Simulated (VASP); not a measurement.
# HfB (Fm-3m) in VASP: further runs

The runs below take HfB through relaxation of cell and atoms, with rev-vdW-DF2, PBE+D3(BJ).

Program: VASP 6.6.1. These are calculated values, not measurements. Logs are shortened: lines on timing, memory, paths and dates and some standing lists are left out, and cuts for length are marked.

### Step 1. The crystal as given

It takes space group Fm-3m (No. 225, cubic). Conventional cell: a = 4.620 Å, b = 4.620 Å, c = 4.620 Å, α = 90.00°, β = 90.00°, γ = 90.00°. Hf (site symmetry m-3m) is surrounded by 6 B at 2.31 Å. B (site symmetry m-3m) has 6 Hf at 2.31 Å as nearest neighbours.

### Step 2. Relaxation of cell and atoms, rev-vdW-DF2

File INCAR:

```
AGGAC = 0.0 ; ALGO = Normal
EDIFF = 1E-7 ; EDIFFG = -0.005
ENCUT = 600 ; GGA = MK
IBRION = 2 ; ISIF = 3
ISMEAR = -1 ; LASPH = T
LCHARG = F ; LREAL = F
LUSE_VDW = T ; LWAVE = F
NELM = 80 ; NSW = 40
PARAM1 = 0.1234 ; PARAM2 = 0.711357
PREC = Accurate ; SIGMA = 0.05
ZAB_VDW = -1.8867
```

File KPOINTS:

```
k-points
0
Gamma
  10 10 10
```

File POSCAR:

```
HfB
1.0
    0.0000000000      2.3100000000      2.3100000000
    2.3100000000      0.0000000000      2.3100000000
    2.3100000000      2.3100000000      0.0000000000
Hf B
1 1
Direct
    0.5000000000      0.5000000000      0.5000000000
    0.0000000000      0.0000000000      0.0000000000
```

Potentials or basis: VASP PAW PBE potentials, release 64 (Hf_pv, B).

Started as:

```bash
$ cat potpaw_PBE.64/Hf_pv/POTCAR potpaw_PBE.64/B/POTCAR > POTCAR
$ mpirun -np 1 vasp_std > vasp.out
```

OUTCAR:

```text
EDIFF = 1E-7
   EDIFFG = -0.005
   ENCUT = 600
   GGA = MK
   IBRION = 2
   ISIF = 3
   ISMEAR = -1
   LASPH = T
   LREAL = F
   NELM = 80
   NSW = 40
   PREC = Accurate

 ion  position               nearest neighbor table
   1  0.500  0.500  0.500-   2 2.31   2 2.31   2 2.31   2 2.31   2 2.31   2 2.31
   2  0.000  0.000  0.000-   1 2.31   1 2.31   1 2.31   1 2.31   1 2.31   1 2.31

  LATTYP: Found a face centered cubic cell.
 ALAT       =     4.6200000000

  Lattice vectors:

 A1 = (   0.0000000000,   2.3100000000,   2.3100000000)
 A2 = (   2.3100000000,   0.0000000000,   2.3100000000)
 A3 = (   2.3100000000,   2.3100000000,   0.0000000000)

Analysis of symmetry for initial positions (statically):
=====================================================================
 Subroutine PRICEL returns:
 Original cell was already a primitive cell.

 Routine SETGRP: Setting up the symmetry group for a
 face centered cubic supercell.

 Subroutine GETGRP returns: Found 48 space group operations
 (whereof 48 operations were pure point group operations)
 out of a pool of 48 trial point group operations.

The static configuration has the point symmetry O_h .

Analysis of symmetry for dynamics (positions and initial velocities):
=====================================================================
 Subroutine PRICEL returns:
 Original cell was already a primitive cell.

 Routine SETGRP: Setting up the symmetry group for a
 face centered cubic supercell.

 Subroutine GETGRP returns: Found 48 space group operations
 (whereof 48 operations were pure point group operations)
 out of a pool of 48 trial point group operations.

The dynamic configuration has the point symmetry O_h .

 Subroutine INISYM returns: Found 48 space group operations
 (whereof 48 operations are pure point group operations),
 and found     1 'primitive' translations

----------------------------------------------------------------------------------------

                                     Primitive cell

  volume of cell :      24.6528

  direct lattice vectors                    reciprocal lattice vectors
     0.000000000  2.310000000  2.310000000    -0.216450216  0.216450216  0.216450216
     2.310000000  0.000000000  2.310000000     0.216450216 -0.216450216  0.216450216
     2.310000000  2.310000000  0.000000000     0.216450216  0.216450216 -0.216450216

  length of vectors
     3.266833329  3.266833329  3.266833329     0.374902772  0.374902772  0.374902772

  position of ions in fractional coordinates (direct lattice)
[... 110 lines left out ...]
   LEPSILON=     F    determine dielectric tensor
   LRPA    =     F    only Hartree local field effects (RPA)
 conjugate gradient relaxation of ions
 non-spin polarized calculation
  energy-cutoff  :      600.00
  volume of cell :       24.65
 maximum number of plane-waves:       869
 NGX is ok and might be reduce to    28
   NGX = 13   NGY = 13   NGZ = 13

--------------------------------------- Ionic step        1  -------------------------------------------

 number of electron      13.0000000 magnetization

 Free energy of the ion-electron system (eV)
  ---------------------------------------------------
  ext. energy  EPLUGINS =         0.00000000
  ---------------------------------------------------
  free energy    TOTEN  =       -14.61298015 eV

  energy without entropy =      -14.60179415  energy(sigma->0) =      -14.60738715

------------------------ aborting loop because EDIFF is reached ----------------------------------------

  FORCE on cell =-STRESS in cart. coord.  units (eV):
  Direction    XX          YY          ZZ          XY          YZ          ZX
  --------------------------------------------------------------------------------------
  -------------------------------------------------------------------------------------
  Total        4.3284800      4.3284800      4.3284800      0.0000000      0.0000000     -0.0000000
  in kB      281.3066929    281.3066929    281.3066929      0.0000000      0.0000000     -0.0000000
  external PRESSURE =     281.3066929 kB  Pullay stress =       0.0000000 kB
[... 97 lines left out ...]
  energy  without entropy=      -14.8590310083  energy(sigma->0) =      -14.86644419

Total vdW correction in eV:      1.3686728

[... ionic steps 4 to 14 ...]

--------------------------------------- Ionic step       15  -------------------------------------------

 number of electron      13.0000000 magnetization

------------------------ aborting loop because EDIFF is reached ----------------------------------------
[... 71 lines left out ...]
--------------------------------------- Ionic step       17  -------------------------------------------

 number of electron      13.0000000 magnetization

 Free energy of the ion-electron system (eV)
  ---------------------------------------------------
  ext. energy  EPLUGINS =         0.00000000
  ---------------------------------------------------
  free energy    TOTEN  =       -14.87422870 eV

  energy without entropy =      -14.85943094  energy(sigma->0) =      -14.86682982

 E-fermi :   4.2495     XC(G=0): -11.7282

 val. band max:        4.2431069317   @ k =  -0.4000   0.4000   0.1000
 cond. band min:       4.2720165022   @ k =  -0.2000   0.1000   0.0000
 fundamental gap:      0.0289095704
 Fermi energy:         4.2494790037

 k-point     1 :       0.0000    0.0000    0.0000
  band No.  band energies     occupation
      1     -24.7257      2.00000
      2     -24.7257      2.00000
      3     -24.7257      2.00000
      4      -4.8476      2.00000
      5       6.3099      0.00000
      6       6.3099      0.00000
      7       6.3099      0.00000
      8       7.8646      0.00000
      9       7.8646      0.00000
     10       7.8646      0.00000
[... 287 lines left out ...]
 k-point    24 :       0.4000    0.3000    0.0000
  band No.  band energies     occupation
      1     -25.0631      2.00000
      2     -24.8642      2.00000
      3     -24.8504      2.00000
      4      -2.1558      2.00000
      5       2.1735      2.00000
      6       3.6808      1.99998
      7       5.4151      0.00000
      8       6.1534      0.00000
      9       9.7847      0.00000
     10      11.1387      0.00000

 [... further k-points ...]

------------------------ aborting loop because EDIFF is reached ----------------------------------------

  FORCE on cell =-STRESS in cart. coord.  units (eV):
  Direction    XX          YY          ZZ          XY          YZ          ZX
  --------------------------------------------------------------------------------------
  -------------------------------------------------------------------------------------
  Total       -0.0000305     -0.0000305     -0.0000305      0.0000000      0.0000000      0.0000000
  in kB       -0.0017458     -0.0017458     -0.0017458      0.0000000      0.0000000      0.0000000
  external PRESSURE =      -0.0017458 kB  Pullay stress =       0.0000000 kB
[... 21 lines left out ...]
  energy  without entropy=      -14.8594309385  energy(sigma->0) =      -14.86682982

Total vdW correction in eV:      1.3649641

 reached required accuracy - stopping structural energy minimisation
```

OSZICAR:

```text
N       E                     dE             d eps       ncg     rms          rms(c)
DAV:   1     0.198241598708E+02    0.19824E+02   -0.82761E+03   940   0.137E+03
[... 110 lines left out ...]
DAV:   4    -0.148742189401E+02   -0.29206E-07   -0.71579E-08   694   0.316E-03
  16 F= -.14874219E+02 E0= -.14866822E+02  d E =-.311860E-04
       N       E                     dE             d eps       ncg     rms          rms(c)
DAV:   1    -0.148742588991E+02   -0.39988E-04   -0.82527E-04   940   0.287E-01    0.692E-02
DAV:   2    -0.148742359421E+02    0.22957E-04   -0.35680E-05   940   0.619E-02    0.362E-02
DAV:   3    -0.148742286959E+02    0.72462E-05   -0.21529E-05  1014   0.420E-02    0.308E-02
DAV:   4    -0.148742287011E+02   -0.51195E-08   -0.23782E-07  1004   0.574E-03
  17 F= -.14874229E+02 E0= -.14866830E+02  d E =-.409470E-04
```

CONTCAR:

```text
HfB
   1.00000000000000
    -0.0000000000000000    2.4087821530773903    2.4087821530773903
     2.4087821530773903    0.0000000000000000    2.4087821530773903
     2.4087821530773903    2.4087821530773903    0.0000000000000000
  Hf              B
     1     1
Direct
     0.5000000000000000    0.5000000000000000    0.5000000000000000
     0.0000000000000000    0.0000000000000000    0.0000000000000000

  0.00000000E+00  0.00000000E+00  0.00000000E+00
  0.00000000E+00  0.00000000E+00  0.00000000E+00
```

Run time: 5.1 min. Hardware: 1 thread of Intel Xeon Platinum 8488C (Sapphire Rapids), shared host; peak memory 0.33 GiB.

What came out:

```yaml
Free_energy: -14.8742 eV
Relaxed_volume: 13.98 Å³/atom
Relaxed_cell: a = 3.407 Å, b = 3.407 Å, c = 3.407 Å, α = 60.00°, β = 60.00°, γ = 60.00°
Space_group_after_relaxing_to_0.05_Å: Fm-3m (No. 225)
Energy_gained_by_relaxing: 130.6 meV/atom
Ionic_steps: 17
Pressure_after_relaxing: 0.0 GPa
Band_gap_on_the_k_mesh: none (metal or under the smearing width)
```

Step by step:
| step | energy change (eV) | largest force (eV/Å) | pressure (GPa) | volume (Å³) |
| --- | --- | --- | --- | --- |
| 1 | 0.0000 | 0.0000 | 28.13 | 24.65 |
| 2 | 0.1483 | 0.0000 | -21.70 | 33.21 |
| 3 | -0.2609 | 0.0000 | -0.85 | 28.09 |
| 4 | -0.2612 | 0.0000 | -0.11 | 27.97 |
| 5 | -0.2612 | 0.0000 | 0.32 | 27.90 |
| 6 | -0.2612 | 0.0000 | 0.33 | 27.90 |
| 7 | -0.2612 | 0.0000 | 0.29 | 27.91 |
| 8 | -0.2612 | 0.0000 | 0.29 | 27.91 |
| 9 | -0.2612 | 0.0000 | 0.29 | 27.91 |
| 10 | -0.2612 | 0.0000 | 0.29 | 27.91 |
| 11 | -0.2612 | 0.0000 | 0.29 | 27.91 |
| 12 | -0.2612 | 0.0000 | 0.29 | 27.91 |
| 13 | -0.2612 | 0.0000 | 0.27 | 27.91 |
| 14 | -0.2612 | 0.0000 | 0.25 | 27.91 |
| 15 | -0.2612 | 0.0000 | 0.22 | 27.92 |
| 16 | -0.2612 | 0.0000 | 0.14 | 27.93 |
| 17 | -0.2612 | 0.0000 | 0.00 | 27.95 |

Final structure:
```xyz
2
Lattice="0.0000 2.4088 2.4088 2.4088 0.0000 2.4088 2.4088 2.4088 0.0000" Properties=species:S:1:pos:R:3 pbc="T T T"
Hf    2.4088    2.4088    2.4088
B     0.0000    0.0000    0.0000
```

Levels at points of the mesh, in eV from the Fermi level:
| k point | band 3 | band 4 | band 5 | band 6 | band 7 | band 8 | band 9 | band 10 |
| --- | --- | --- | --- | --- | --- | --- | --- | --- |
| (0.00, 0.00, 0.00) | -28.98 | -9.10 | 2.06 | 2.06 | 2.06 | 3.62 | 3.62 | 3.62 |
| (0.50, 0.00, 0.00) | -29.03 | -4.60 | -4.39 | -1.14 | -1.14 | 5.68 | 5.68 | 6.52 |
| (0.50, 0.50, 0.00) | -29.14 | -6.35 | -1.16 | -0.77 | 2.00 | 2.00 | 5.44 | 6.80 |

Caveat: the PAW data sets were made with another functional, which shifts forces and pressure a little.

### Step 3. Relaxation of cell and atoms, PBE+D3(BJ)

File INCAR:

```
SYSTEM = HfB
  ALGO = Normal
  EDIFF = 1E-7
  EDIFFG = -0.005
  ENCUT = 600
  GGA = PE
  IBRION = 2
  ISIF = 3
  ISMEAR = -1
  IVDW = 12
  LASPH = .True.
  LCHARG = .False.
  LREAL = .False.
  LWAVE = .False.
  NELM = 60
  NSW = 60
  PREC = Accurate
  SIGMA = 0.05
```

File KPOINTS:

```
k-points
0
Gamma
  8 8 8
  0 0 0
```

POSCAR is that of step 2.

Potentials or basis: VASP PAW PBE potentials, release 64 (Hf_pv, B).

Started as:

```bash
$ cat potpaw_PBE.64/Hf_pv/POTCAR potpaw_PBE.64/B/POTCAR > POTCAR
$ mpirun -np 1 vasp_std > vasp.out
```

OUTCAR:

```text
SYSTEM = HfB
   EDIFF = 1E-7
   EDIFFG = -0.005
   ENCUT = 600
   GGA = PE
   IBRION = 2
   ISIF = 3
   ISMEAR = -1
   IVDW = 12
   LASPH = .True.
   LREAL = .False.
   NELM = 60
   NSW = 60
   PREC = Accurate
 IVDW          = 12

 ion  position               nearest neighbor table
   1  0.500  0.500  0.500-   2 2.31   2 2.31   2 2.31   2 2.31   2 2.31   2 2.31
   2  0.000  0.000  0.000-   1 2.31   1 2.31   1 2.31   1 2.31   1 2.31   1 2.31

  LATTYP: Found a face centered cubic cell.
 ALAT       =     4.6200000000

  Lattice vectors:

 A1 = (   0.0000000000,   2.3100000000,   2.3100000000)
 A2 = (   2.3100000000,   0.0000000000,   2.3100000000)
 A3 = (   2.3100000000,   2.3100000000,   0.0000000000)

Analysis of symmetry for initial positions (statically):
=====================================================================
 Subroutine PRICEL returns:
 Original cell was already a primitive cell.

 Routine SETGRP: Setting up the symmetry group for a
 face centered cubic supercell.

 Subroutine GETGRP returns: Found 48 space group operations
 (whereof 48 operations were pure point group operations)
 out of a pool of 48 trial point group operations.

The static configuration has the point symmetry O_h .

Analysis of symmetry for dynamics (positions and initial velocities):
=====================================================================
 Subroutine PRICEL returns:
 Original cell was already a primitive cell.

 Routine SETGRP: Setting up the symmetry group for a
 face centered cubic supercell.
[... 272 lines left out ...]

[... ionic steps 4 to 15 ...]

--------------------------------------- Ionic step       16  -------------------------------------------

 number of electron      13.0000000 magnetization

------------------------ aborting loop because EDIFF is reached ----------------------------------------
[... 75 lines left out ...]
--------------------------------------- Ionic step       18  -------------------------------------------

 number of electron      13.0000000 magnetization

 Free energy of the ion-electron system (eV)
  ---------------------------------------------------
  ext. energy  EPLUGINS =         0.00000000
  ---------------------------------------------------
  free energy    TOTEN  =       -17.44888440 eV

  energy without entropy =      -17.43685048  energy(sigma->0) =      -17.44286744

 E-fermi :   4.4864     XC(G=0): -11.7720

 val. band max:        4.4528187646   @ k =   0.2500   0.0000   0.0000
 cond. band min:       4.5400351601   @ k =   0.3750   0.2500   0.1250
 fundamental gap:      0.0872163955
 Fermi energy:         4.4863617601

 k-point     1 :       0.0000    0.0000    0.0000
  band No.  band energies     occupation
      1     -24.4744      2.00000
      2     -24.4744      2.00000
      3     -24.4744      2.00000
      4      -4.7743      2.00000
      5       6.5002      0.00000
      6       6.5002      0.00000
      7       6.5002      0.00000
      8       8.0647      0.00000
      9       8.0647      0.00000
     10       8.0647      0.00000
[... 287 lines left out ...]
 k-point    24 :      -0.3750    0.2500    0.1250
  band No.  band energies     occupation
      1     -24.8853      2.00000
      2     -24.6555      2.00000
      3     -24.5699      2.00000
      4      -0.6064      2.00000
      5       0.8717      2.00000
      6       3.2203      2.00000
      7       3.7495      2.00000
      8       9.3545      0.00000
      9       9.4431      0.00000
     10      10.9465      0.00000

 [... further k-points ...]

------------------------ aborting loop because EDIFF is reached ----------------------------------------

 Edisp (eV)   -0.71112

 E8    (eV) :    -0.3415
[... 25 lines left out ...]
  FREE ENERGIE OF THE ION-ELECTRON SYSTEM (eV)
  ---------------------------------------------------
  free  energy   TOTEN  =       -18.1600035513 eV

  energy  without entropy=      -18.1479696395  energy(sigma->0) =      -18.15398660

 reached required accuracy - stopping structural energy minimisation
```

Wall time 69 s (1 thread of Intel Xeon Platinum 8375C at 2.90GHz (Ice Lake), shared host); peak memory 0.18 GiB.

Results:

| Item | Value |
| --- | --- |
| Free energy | -18.1600 eV |
| Relaxed volume | 13.80 Å³/atom |
| Relaxed cell | a = 3.392 Å, b = 3.392 Å, c = 3.392 Å, α = 60.00°, β = 60.00°, γ = 60.00° |
| Space group after relaxing (to 0.05 Å) | Fm-3m (No. 225) |
| Energy gained by relaxing | 106.2 meV/atom |
| Ionic steps | 18 |
| Pressure after relaxing | 0.0 GPa |
| Band gap on the k mesh | none (metal or under the smearing width) |
| Dispersion energy per atom | -0.356 eV |

The path:
```
step  energy change (eV)  largest force (eV/Å)  pressure (GPa)  volume (Å³)
   1              0.0000                0.0000           25.34        24.65
   2              0.1324                0.0000          -20.73        32.28
   3             -0.2121                0.0000           -0.73        27.71
   4             -0.2123                0.0000           -0.10        27.61
   5             -0.2123                0.0000            0.33        27.55
   6             -0.2123                0.0000            0.30        27.55
   7             -0.2123                0.0000            0.27        27.56
   8             -0.2123                0.0000            0.27        27.56
   9             -0.2123                0.0000            0.27        27.56
  10             -0.2123                0.0000            0.27        27.56
  11             -0.2123                0.0000            0.27        27.56
  12             -0.2123                0.0000            0.27        27.56
  13             -0.2123                0.0000            0.25        27.56
  14             -0.2123                0.0000            0.22        27.57
  15             -0.2123                0.0000            0.17        27.57
  16             -0.2123                0.0000            0.07        27.59
  17             -0.2123                0.0000           -0.13        27.62
  18             -0.2123                0.0000           -0.01        27.60
```

Final structure:
```
CELL_PARAMETERS angstrom
0.00000 2.39862 2.39862
2.39862 0.00000 2.39862
2.39862 2.39862 0.00000
ATOMIC_POSITIONS crystal
Hf 0.50000 0.50000 0.50000
B 0.00000 0.00000 0.00000
```

Caveat: the volume moved by +12 % from the deposited cell, more than functionals usually miss; pairwise dispersion overbinds metals, which lowers pressure and volume. Zero-point motion and thermal expansion aren't in these numbers.
